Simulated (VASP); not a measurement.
CdTe (rocksalt), PBE relaxation of cell and atoms: VASP's output and Ansatz's

POSCAR

```
Cd Te
 1.0000000000000000
     0.0000000000000000    2.9779170000000001    2.9779170000000001
     2.9779170000000001    0.0000000000000000    2.9779170000000001
     2.9779170000000001    2.9779170000000001    0.0000000000000000
 Cd  Te
   1   1
Cartesian
  0.0000000000000000  0.0000000000000000  0.0000000000000000
  2.9779170000000001  2.9779170000000001  2.9779170000000001
```

VASP ran with the recommended PBE PAW datasets (18 valence electrons in the cell).

From OUTCAR

```
k-points           NKPTS =     16   k-points in BZ     NKDIM =     16   number of bands    NBANDS=     16

   NELECT =      18.0000    total number of electrons

   dimension x,y,z NGX =    36 NGY =   36 NGZ =   36
   dimension x,y,z NGXF=    72 NGYF=   72 NGZF=   72

  energy-cutoff  :      600.00
  volume of cell :       57.71
      direct lattice vectors                 reciprocal lattice vectors
     0.000000000  3.067116495  3.067116495    -0.163019566  0.163019566  0.163019566
     3.067116495  0.000000000  3.067116495     0.163019566 -0.163019566  0.163019566
     3.067116495  3.067116495  0.000000000     0.163019566  0.163019566 -0.163019566

 k-points in reciprocal lattice and weights: KPOINTS created by Atomic Simulation Env
   0.00000000  0.00000000  0.00000000       0.005
   0.16666667  0.00000000  0.00000000       0.037
   0.33333333  0.00000000  0.00000000       0.037
   0.50000000  0.00000000 -0.00000000       0.019
   0.16666667  0.16666667  0.00000000       0.028
   0.33333333  0.16666667  0.00000000       0.111
   0.50000000  0.16666667  0.00000000       0.111
  -0.33333333  0.16666667  0.00000000       0.111
   ...

 E-fermi :   3.8743

 k-point     1 :       0.0000    0.0000    0.0000
  band No.  band energies     occupation
      1      -7.6831      2.00000
      2      -4.5049      2.00000
      3      -4.5049      2.00000
      4      -4.4671      2.00000
      5      -4.4671      2.00000
      6      -4.4671      2.00000
      7       3.3772      2.00000
      8       3.3772      2.00000
      9       3.3772      2.00000
     10       4.0629      0.00016
     11      10.9049      0.00000
     12      10.9049      0.00000
     13      10.9049      0.00000
     14      11.4697      0.00000
     15      11.4697      0.00000
     16      11.4697      0.00000

 k-point     2 :       0.1667    0.0000    0.0000
  band No.  band energies     occupation
      1      -7.4730      2.00000
      2      -4.5378      2.00000
      3      -4.5378      2.00000
      4      -4.4754      2.00000
      5      -4.4496      2.00000
      6      -4.4496      2.00000
      7       1.3915      2.00000
      8       3.4561      2.00000
      9       3.4561      2.00000
     10       5.8060      0.00000
     11       9.5130      0.00000
     12       9.8710      0.00000
     13       9.8710      0.00000
     14      11.3131      0.00000
     15      11.6220      0.00000
     16      11.6220      0.00000

 k-point     3 :       0.3333    0.0000    0.0000
  band No.  band energies     occupation
      1      -6.9627      2.00000
      2      -4.6073      2.00000
      3      -4.6073      2.00000
      4      -4.5048      2.00000
      5      -4.4091      2.00000
      6      -4.4091      2.00000
      7      -0.4841      2.00000
      8       3.6528      1.99997
      9       3.6528      1.99997
     10       6.5911      0.00000
     11       8.3884      0.00000
     12       8.3884      0.00000
     13       8.6653      0.00000
     14      12.1501      0.00000
     15      13.1072      0.00000
     16      13.1072      0.00000

 k-point     4 :       0.5000    0.0000   -0.0000
  band No.  band energies     occupation
      1      -6.6328      2.00000
      2      -4.6418      2.00000
      3      -4.6418      2.00000
      4      -4.5363      2.00000
      5      -4.3882      2.00000
      6      -4.3882      2.00000
      7      -1.2704      2.00000
      8       3.7793      1.98281
      9       3.7793      1.98281
     10       6.5389      0.00000
     11       7.8006      0.00000
     12       7.8006      0.00000
     13       8.4692      0.00000
     14      13.9150      0.00000
     15      14.8672      0.00000
     16      14.8672      0.00000

 k-point     5 :       0.1667    0.1667    0.0000
  band No.  band energies     occupation
      1      -7.4217      2.00000
      2      -4.5590      2.00000
      3      -4.4930      2.00000
      4      -4.4825      2.00000
      5      -4.4448      2.00000
      6      -4.4448      2.00000
      7       1.6342      2.00000
      8       2.9415      2.00000
      9       2.9415      2.00000
     10       6.2614      0.00000
     11       8.5344      0.00000
     12       9.5393      0.00000
     13      10.7965      0.00000
     14      10.7965      0.00000
     15      13.1726      0.00000
     16      13.1726      0.00000

 k-point     6 :       0.3333    0.1667    0.0000
  band No.  band energies     occupation
      1      -7.0668      2.00000
      2      -4.5415      2.00000
      3      -4.5298      2.00000
      4      -4.4931      2.00000
      5      -4.4109      2.00000
      6      -4.4035      2.00000
      7       0.1975      2.00000
      8       2.7864      2.00000
      9       2.9297      2.00000
     10       5.8494      0.00000
     11       8.5049      0.00000
     12       9.5630      0.00000
     13      10.1246      0.00000
     14      11.1744      0.00000
     15      13.7643      0.00000
     16      14.0717      0.00000

 ...

  Total        0.0018196      0.0018196      0.0018196      0.0000000      0.0000000     -0.0000000
  in kB        0.0505203      0.0505203      0.0505203      0.0000000      0.0000000     -0.0000000
  external PRESSURE =       0.0505203 kB  Pullay stress =       0.0000000 kB

 POSITION                                       TOTAL-FORCE (eV/Angst)
 -----------------------------------------------------------------------------------
      0.00000      0.00000      0.00000         0.000000      0.000000      0.000000
      3.06712      3.06712      3.06712         0.000000     -0.000000     -0.000000
 -----------------------------------------------------------------------------------
    total drift:                               -0.000000      0.000000      0.000000

  FREE ENERGIE OF THE ION-ELECTRON SYSTEM (eV)
  ---------------------------------------------------
  free  energy   TOTEN  =        -4.4238326044 eV

  energy  without entropy=       -4.4214256149  energy(sigma->0) =       -4.42262911
```

Each program uses its own PAW datasets. VASP's cell holds 18 valence electrons and Ansatz's 36.

Q: What does Ansatz give for the same cell and level of theory?

A: relaxed cell vector lengths 4.335, 4.335, 4.335 Å; relaxed cell volume 57.62 Å³.

Ansatz printed

```
basis re-selected at this cell: Δ(F+E_penalty+E_count) = -1.024e-3 eV, ΔP = -0.013 GPa vs the last step (what re-selecting the basis moved, of the pressure what is left beyond the Pulay correction that the steps carried, after the strain that the cell walked since its last selection, with what the two solves' SCF thresholds leave and, on support functions, any second-order correction that the steps lacked; it is no measure of the basis error at this ecutwfc). This SCF's stress stands 3.00e-2 GPa from its target on what of the cell is left free (relax.cell.stress_tol is 5.00e-2 GPa) and its largest allowed force component is 8.02e-30 eV/Å (relax.f_tol is 5.00e-3 eV/Å): within both
SCF converged after 7 iterations
Free energy (F): -15234.952577 eV
Harris-Foulkes:  -15234.952577 eV  (|F-HF|=3.64e-12)
Internal energy: -15234.950156 eV  (E = F + TS)
E sigma→0 (E₀):  -15234.951367 eV
Entropy (-TS):   -0.002421 eV (-1.210 meV/atom)
Fermi energy:    9.938609 eV
--- Per-component energies (eV) ---
  E_band       = -708.520922
  E_kinetic    = 684.832545
  E_local      = -4620.799077  (includes V_loc(G=0)·N_el)
  E_nonlocal   = -276.399112
  E_hartree    = 2375.201892
  E_xc         = -300.529423
  E_vxc        = -325.126527  (∫ρ·V_xc dr)
  E_paw        = -8746.335485  (= ΣΔE_a)
  E_vpaw       = -921.432344  (= ΣTr[D̂ρ^β])
  E_aug_tail   = -0.000185  (compensation charges beyond the density's cutoff)
  E_ewald      = -4350.921312
  E_smearing   = -0.002421  (= −TS)
  E_closure    = -0.000000  (closes the sum)
  Σ components = -15234.952577   (vs F -15234.952577, Δ=0.00e0)
--- Forces (eV/Å), atoms counted from 1 ---
  atom   1  Cd    -0.00000000     0.00000000    -0.00000000
  atom   2  Te     0.00000000     0.00000000     0.00000000
  max |Σ_I F_I| component: 1.55e-29 eV/Å
--- Stress (GPa, compression-positive) ---
       -0.029962      -0.000000       0.000000
        0.000000      -0.029962      -0.000000
        0.000000      -0.000000      -0.029962
  P = ⅓ Tr σ = -0.0300 GPa (-0.300 kbar)
--- Relaxed structure (4 steps of the walk, 4 accepted, 1 SCFs on fresh bases) ---
  F+E_penalty+E_count = -15234.95257706 eV   max|allowed force component| = 8.020e-30 eV/Å   (the final SCF, on the basis selected at the relaxed cell)
  cell:  # Å, volume = 57.6184 Å³
    - [1.2865814609762506e-33, 3.0655637050651565, 3.0655637050651565]
    - [3.0655637050651565, 7.512008165449738e-34, 3.0655637050651565]
    - [3.0655637050651565, 3.0655637050651565, 7.384624091328489e-34]
  atoms:
    - { symbol: Cd, position: [-2.5600017383039457e-35, 3.637897207064624e-35, 3.368423339874148e-35] }
    - { symbol: Te, position: [0.5, 0.5, 0.5] }
```
